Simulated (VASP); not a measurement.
# NaCl (Fm-3m) in VASP: a series of runs, part 2 of 2

VASP 6.6.1. Earlier steps stand in the parts before.

### Step 4. Relaxation of the atoms, PBEsol

File INCAR:

```
PREC     = Accurate       # precision mode
ENCUT    = 600            # plane-wave cutoff, eV
EDIFF    = 1E-7           # SCF threshold, eV
ISMEAR   = 0              # smearing method
SIGMA    = 0.03           # smearing width, eV
LREAL    = False          # projectors in reciprocal space
LASPH    = True           # aspherical terms in the spheres
NELM     = 80             # most SCF steps
ALGO     = Normal         # electronic algorithm
ISIF     = 2              # what is computed and relaxed
LWAVE    = False          # write WAVECAR
LCHARG   = False          # write CHGCAR
GGA      = PS             # functional
IBRION   = 2              # ionic algorithm
NSW      = 40             # ionic steps
EDIFFG   = -0.01          # ionic threshold
```

File KPOINTS:

```
Automatic mesh
0
Gamma
  8 8 8
```

File POSCAR:

```
NaCl                                    
1.0
   -0.0000000000      2.8038634506      2.8038634506
    2.8038634506     -0.0000000000      2.8038634506
    2.8038634506      2.8038634506     -0.0000000000
  Na              Cl            
     1     1
Direct
     0.0000000000000000    0.0000000000000000    0.0000000000000000
     0.5000000000000000    0.5000000000000000    0.5000000000000000
```

Potentials or basis: VASP PAW PBE potentials, release 64 (Na_pv, Cl).

On the command line:

```bash
> cat potpaw_PBE.64/Na_pv/POTCAR potpaw_PBE.64/Cl/POTCAR > POTCAR
> mpirun -np 1 vasp_std > vasp.out
```

OUTCAR:

```text
PREC = Accurate
   ENCUT = 600
   EDIFF = 1E-7
   ISMEAR = 0
   LREAL = False
   LASPH = True
   NELM = 80
   ISIF = 2
   GGA = PS
   IBRION = 2
   NSW = 40
   EDIFFG = -0.01

 ion  position               nearest neighbor table
   1  0.000  0.000  0.000-
   2  0.500  0.500  0.500-

  LATTYP: Found a face centered cubic cell.
 ALAT       =     5.6077269012

  Lattice vectors:

 A1 = (   0.0000000000,   2.8038634506,   2.8038634506)
 A2 = (   2.8038634506,   0.0000000000,   2.8038634506)
 A3 = (   2.8038634506,   2.8038634506,   0.0000000000)

Analysis of symmetry for initial positions (statically):
=====================================================================
 Subroutine PRICEL returns:
 Original cell was already a primitive cell.

 Routine SETGRP: Setting up the symmetry group for a
 face centered cubic supercell.

 Subroutine GETGRP returns: Found 48 space group operations
 (whereof 48 operations were pure point group operations)
 out of a pool of 48 trial point group operations.

The static configuration has the point symmetry O_h .

Analysis of symmetry for dynamics (positions and initial velocities):
=====================================================================
 Subroutine PRICEL returns:
 Original cell was already a primitive cell.

 Routine SETGRP: Setting up the symmetry group for a
 face centered cubic supercell.

 Subroutine GETGRP returns: Found 48 space group operations
 (whereof 48 operations were pure point group operations)
 out of a pool of 48 trial point group operations.

The dynamic configuration has the point symmetry O_h .

 Subroutine INISYM returns: Found 48 space group operations
 (whereof 48 operations are pure point group operations),
 and found     1 'primitive' translations

----------------------------------------------------------------------------------------

[... 119 lines left out ...]
   AEXX    =    0.0000 exact exchange contribution
   IVDW    =     0    specifies the selected vdW correction
   LEPSILON=     F    determine dielectric tensor
   LRPA    =     F    only Hartree local field effects (RPA)
 conjugate gradient relaxation of ions
 non-spin polarized calculation
 Gauss-broadening in eV      SIGMA  =   0.03
  energy-cutoff  :      600.00
  volume of cell :       44.09
 maximum number of plane-waves:      1480
   NGX = 15   NGY = 15   NGZ = 15

 number of electron      14.0000009 magnetization

 Free energy of the ion-electron system (eV)
  ---------------------------------------------------
  ext. energy  EPLUGINS =         0.00000000
  ---------------------------------------------------
  free energy    TOTEN  =        -6.99865855 eV

  energy without entropy =       -6.99865855  energy(sigma->0) =       -6.99865855

 E-fermi :  -0.4930     XC(G=0):  -8.4093

 val. band max:       -0.6850440414   @ k =   0.0000   0.0000   0.0000
 cond. band min:       4.3106677505   @ k =   0.0000   0.0000   0.0000
 fundamental gap:      4.9957117919
 Fermi energy:        -0.4929607369

 k-point     1 :       0.0000    0.0000    0.0000
  band No.  band energies     occupation
      1     -21.3042      2.00000
      2     -21.3042      2.00000
      3     -21.3042      2.00000
      4     -13.3689      2.00000
      5      -0.6850      2.00000
      6      -0.6850      2.00000
      7      -0.6850      2.00000
      8       4.3107      0.00000
      9      10.3292      0.00000
     10      10.3292      0.00000
     11      10.3292      0.00000
[... 309 lines left out ...]
 k-point    24 :      -0.3750    0.2500    0.1250
  band No.  band energies     occupation
      1     -21.3308      2.00000
      2     -21.3133      2.00000
      3     -21.3090      2.00000
      4     -12.9708      2.00000
      5      -2.4240      2.00000
      6      -1.4925      2.00000
      7      -1.1195      2.00000
      8       7.5049      0.00000
      9       8.8445      0.00000
     10       9.4804      0.00000
     11      11.0015      0.00000

 [... further k-points ...]

------------------------ aborting loop because EDIFF is reached ----------------------------------------

  FORCE on cell =-STRESS in cart. coord.  units (eV):
  Direction    XX          YY          ZZ          XY          YZ          ZX
  --------------------------------------------------------------------------------------
  -------------------------------------------------------------------------------------
  Total       -0.0094804     -0.0094804     -0.0094804     -0.0000000     -0.0000000      0.0000000
  in kB       -0.3445385     -0.3445385     -0.3445385     -0.0000000     -0.0000000      0.0000000
  external PRESSURE =      -0.3445385 kB  Pullay stress =       0.0000000 kB

 VOLUME and BASIS-vectors are now :
 -----------------------------------------------------------------------------
  energy-cutoff  :      600.00
  volume of cell :       44.09
      direct lattice vectors                 reciprocal lattice vectors
     0.000000000  2.803863451  2.803863451    -0.178325375  0.178325375  0.178325375
     2.803863451  0.000000000  2.803863451     0.178325375 -0.178325375  0.178325375
     2.803863451  2.803863451  0.000000000     0.178325375  0.178325375 -0.178325375

 POSITION                                       TOTAL-FORCE (eV/Angst)
 -----------------------------------------------------------------------------------
      0.00000      0.00000      0.00000         0.000000      0.000000      0.000000
      2.80386      2.80386      2.80386        -0.000000     -0.000000     -0.000000
 -----------------------------------------------------------------------------------
    total drift:                                0.000000     -0.000000     -0.000000

  FREE ENERGIE OF THE ION-ELECTRON SYSTEM (eV)
  ---------------------------------------------------
  free  energy   TOTEN  =        -6.9986585517 eV

  energy  without entropy=       -6.9986585517  energy(sigma->0) =       -6.99865855

 reached required accuracy - stopping structural energy minimisation
```

OSZICAR:

```text
N       E                     dE             d eps       ncg     rms          rms(c)
DAV:   1     0.102347154709E+03    0.10235E+03   -0.78409E+03   644   0.145E+03
DAV:   2     0.186411677269E+01   -0.10048E+03   -0.94436E+02   731   0.295E+02
DAV:   3    -0.696113027430E+01   -0.88252E+01   -0.87619E+01   781   0.844E+01
DAV:   4    -0.715651047746E+01   -0.19538E+00   -0.19517E+00   738   0.139E+01
DAV:   5    -0.716070684191E+01   -0.41964E-02   -0.41960E-02   811   0.200E+00    0.191E+00
DAV:   6    -0.700587640597E+01    0.15483E+00   -0.30579E-01   756   0.449E+00    0.139E+00
DAV:   7    -0.699518078830E+01    0.10696E-01   -0.69123E-02   853   0.206E+00    0.913E-01
DAV:   8    -0.699865299629E+01   -0.34722E-02   -0.72590E-03   674   0.976E-01    0.227E-01
DAV:   9    -0.699859430125E+01    0.58695E-04   -0.17704E-04   764   0.131E-01    0.134E-01
DAV:  10    -0.699866804081E+01   -0.73740E-04   -0.24830E-04   686   0.118E-01    0.469E-02
DAV:  11    -0.699865909534E+01    0.89455E-05   -0.19444E-05   749   0.359E-02    0.142E-02
DAV:  12    -0.699865836353E+01    0.73181E-06   -0.33904E-06   683   0.127E-02    0.398E-03
DAV:  13    -0.699865855717E+01   -0.19364E-06   -0.11417E-07   716   0.264E-03    0.902E-04
DAV:  14    -0.699865855171E+01    0.54567E-08   -0.27178E-09   370   0.684E-04
   1 F= -.69986586E+01 E0= -.69986586E+01  d E =-.699866E+01
```

CONTCAR:

```text
NaCl
   1.00000000000000
     0.0000000000000000    2.8038634506000002    2.8038634506000002
     2.8038634506000002    0.0000000000000000    2.8038634506000002
     2.8038634506000002    2.8038634506000002    0.0000000000000000
  Na              Cl
     1     1
Direct
     0.0000000000000000    0.0000000000000000    0.0000000000000000
     0.5000000000000000    0.5000000000000000    0.5000000000000000

  0.00000000E+00  0.00000000E+00  0.00000000E+00
  0.00000000E+00  0.00000000E+00  0.00000000E+00
```

Run time: 6.5 s. Hardware: 1 thread of Intel Xeon 6975P-C (Granite Rapids), shared host; peak memory 0.17 GiB.

What came out:

| Item | Value |
| --- | --- |
| Free energy | -6.9987 eV |
| Pressure after relaxing | 0.0 GPa |
| Band gap on the k mesh | 5.00 eV, direct |

Final structure:
```xyz
2
Lattice="0.0000 2.8039 2.8039 2.8039 0.0000 2.8039 2.8039 2.8039 0.0000" Properties=species:S:1:pos:R:3 pbc="T T T"
Na    0.0000    0.0000    0.0000
Cl    2.8039    2.8039    2.8039
```

Levels at points of the mesh, in eV from the valence-band top:
```
           k point  band 4  band 5  band 6  band 7  band 8  band 9  band 10  band 11
(0.00, 0.00, 0.00)  -12.68    0.00    0.00    0.00    5.00   11.01    11.01    11.01
(0.50, 0.00, 0.00)  -12.32   -2.02   -0.28   -0.28    7.11   10.64    10.90    10.90
(0.50, 0.50, 0.00)  -12.27   -1.75   -0.63   -0.63    7.48    7.88    11.25    14.77
```

Caveat: the relaxation stopped at its first step, so nothing moved; the PAW data sets were made with another functional, which shifts forces and pressure a little. PBEsol gaps usually lie below the measured ones, often by a third to a half.

### Step 5. Relaxation of the atoms, PBEsol (a relaxed cell with its volume scaled by 1.02)

INCAR is that of step 4.

KPOINTS is that of step 4.

File POSCAR:

```
NaCl                                    
1.0
   -0.0000000000      2.8224326239      2.8224326239
    2.8224326239     -0.0000000000      2.8224326239
    2.8224326239      2.8224326239     -0.0000000000
  Na              Cl            
     1     1
Direct
     0.0000000000000000    0.0000000000000000    0.0000000000000000
     0.5000000000000000    0.5000000000000000    0.5000000000000000
```

On the command line:

```bash
> cat potpaw_PBE.64/Na_pv/POTCAR potpaw_PBE.64/Cl/POTCAR > POTCAR
> mpirun -np 1 vasp_std > vasp.out
```

Wall time 6.4 s (1 thread of Intel Xeon 6975P-C (Granite Rapids), shared host); peak memory 0.17 GiB.

It converged, with:

```yaml
Free_energy: -6.9972 eV
Pressure_after_relaxing: -0.5 GPa
Band_gap_on_the_k_mesh: 4.92 eV, direct
```

Final structure:
```yaml
crystal:
  lattice:
    - [0.00000, 2.82243, 2.82243]
    - [2.82243, 0.00000, 2.82243]
    - [2.82243, 2.82243, 0.00000]
  atoms:
    - { symbol: Na, position: [0.00000, 0.00000, 0.00000] }
    - { symbol: Cl, position: [0.50000, 0.50000, 0.50000] }
```

Levels at points of the mesh, in eV from the valence-band top:
| k point | band 5 | band 6 | band 7 | band 8 | band 9 | band 10 |
| --- | --- | --- | --- | --- | --- | --- |
| (0.00, 0.00, 0.00) | 0.00 | 0.00 | 0.00 | 4.92 | 11.00 | 11.00 |
| (0.50, 0.00, 0.00) | -1.96 | -0.27 | -0.27 | 7.07 | 10.48 | 10.86 |
| (0.50, 0.50, 0.00) | -1.70 | -0.61 | -0.61 | 7.43 | 7.89 | 11.11 |

Caveat: the relaxation stopped at its first step, so nothing moved; the PAW data sets were made with another functional, which shifts forces and pressure a little.

### Step 6. The runs side by side

```tsv
cell	gap on the mesh (eV)	pressure (GPa)
atoms relaxed from: a relaxed cell with its volume scaled by 0.96	5.15	1.1
atoms relaxed from: a relaxed cell with its volume scaled by 0.98	5.07	0.5
atoms relaxed	5.00	0.0
atoms relaxed from: a relaxed cell with its volume scaled by 1.02	4.92	-0.5
```

Alike in all rows: task relaxation of the atoms; level PBEsol; potentials or basis VASP PAW PBE potentials, release 64 (Na_pv, Cl); no spin polarisation; k mesh 8 × 8 × 8; cutoff (eV) 600; smearing gaussian 0.03 eV.

Caveats: the relaxation stopped at its first step, so nothing moved; the PAW data sets were made with another functional, which shifts forces and pressure a little.

Total energies depend on the potentials used, so only differences within one code and one set of settings carry meaning.
